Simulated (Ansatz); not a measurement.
**CuI: how the settings move a single-point run**

How sensitive is a single-point run of CuI to its settings? A reference run comes first, then three runs with altered input. The cell is built on a prototype (rocksalt) and needn't be the phase found in nature.

Computed with Ansatz 0.2.0 (reference: DFT, PBE, plane waves, PAW, unless a step's input says otherwise).

5 further runs of the same task are left out: 1 for a known fault of the program, 4 that didn't finish.

## Step 1: The system as given

It takes space group Fm-3m (No. 225, cubic). Conventional cell: a = 5.712 Å, b = 5.712 Å, c = 5.712 Å, α = 90.00°, β = 90.00°, γ = 90.00°. Cu (site symmetry m-3m) is surrounded by 6 I at 2.86 Å. I (site symmetry m-3m) is surrounded by 6 Cu at 2.86 Å.

As a file:

```cif
data_structure
_symmetry_space_group_name_H-M 'P 1'
_symmetry_Int_Tables_number 1
_cell_length_a 4.0391
_cell_length_b 4.0391
_cell_length_c 4.0391
_cell_angle_alpha 60.000
_cell_angle_beta 60.000
_cell_angle_gamma 60.000
_cell_volume 46.60
loop_
_atom_site_label
_atom_site_type_symbol
_atom_site_fract_x
_atom_site_fract_y
_atom_site_fract_z
_atom_site_occupancy
Cu1 Cu 0.00000 0.00000 0.00000 1
I1 I 0.50000 0.50000 0.50000 1
```

## Step 2: Baseline

Input file input.yaml:

```yaml
crystal:
  lattice:
    - [0.0, 2.8561103477, 2.8561103477]
    - [2.8561103477, 0.0, 2.8561103477]
    - [2.8561103477, 2.8561103477, 0.0]
  atoms:
    - { symbol: Cu, position: [0.0, 0.0, 0.0] }
    - { symbol: I, position: [0.5, 0.5, 0.5] }
kpoints:
  mp_grid: { grid: [6, 6, 6] }
hamiltonian:
  xc: pbe
scf:
  occupations: { method: fermi_dirac, width: 0.02 }
  n_extra_bands: 4
output:
  forces: true
  stress: true
  eigenvalues: true
```

On the command line:

```console
> ansatz run input.yaml --threads 4 --pin off --max-ram 3686MiB --backend cpu --events-out ev --progress --plain --runs-dir out
```

## Step 3: Variant: ecutwfc 250

Edit input.yaml of step 2 so:

```diff
@@ -19 +19,3 @@
   eigenvalues: true
+basis:
+  ecutwfc: 250
```

## Step 4: Changing settings: mixing.ndim 30

Edit input.yaml of step 2 so:

```diff
@@ -15,2 +15,4 @@
   n_extra_bands: 4
+  mixing: { ndim: 30 }
+  max_iter: 95
 output:
```

## Step 5: Changing settings: xc mr2scan

Edit input.yaml of step 2 so:

```diff
@@ -11,3 +11,3 @@
 hamiltonian:
-  xc: pbe
+  xc: mr2scan
 scf:
```

What does the calculation give? Wanted: for each run, ending; energy change; pressure; gap; force.

As calculated:

| run | ending | energy change | pressure (GPa) | gap (eV) | force (eV/Å) | cycles | time |
| --- | --- | --- | --- | --- | --- | --- | --- |
| reference | converged | 0 | 0.7 | 0.00 | 0.00 | 6 | 0.39 s |
| 1: ecutwfc 250 | converged | +1.61 eV/atom | 2.4 | 0.00 | 0.00 | 7 | 0.32 s |
| 2: mixing.ndim 30 | converged | 0.0 meV/atom | 0.7 | 0.00 | 0.00 | 6 | 0.39 s |
| 3: xc mr2scan | converged | not comparable | -0.1 | 0.00 | 0.00 | 7 | 0.97 s |

Residual by cycle in the longest SCF loop of each run; runs are numbered as in the table. The quantity is the density residual dr2, in eV.

```
cycle  reference   run 1   run 2    run 3
    1     7.4e-4   0.099  7.4e-4    0.215
    2     3.2e-4    1.07  3.2e-4    0.312
    3     2.5e-4  0.0227  2.5e-4  0.00326
    4     5.3e-6  7.7e-4  5.3e-6   3.1e-4
    5     3.1e-7  5.0e-5  3.1e-7   2.3e-5
    6     3.5e-9  6.2e-6  3.5e-9   5.8e-7
    7          -  7.7e-9       -   4.5e-8
```

Of the converged runs whose energies compare with the reference's, «ecutwfc 250» moves the energy most (+1.61 eV/atom) and «mixing.ndim 30» least (0.0 meV/atom). Run 1 ran under the cutoff that the potentials recommend, as the log warns, so basis error is mixed into its values, and swamps them where the cutoff is far short.
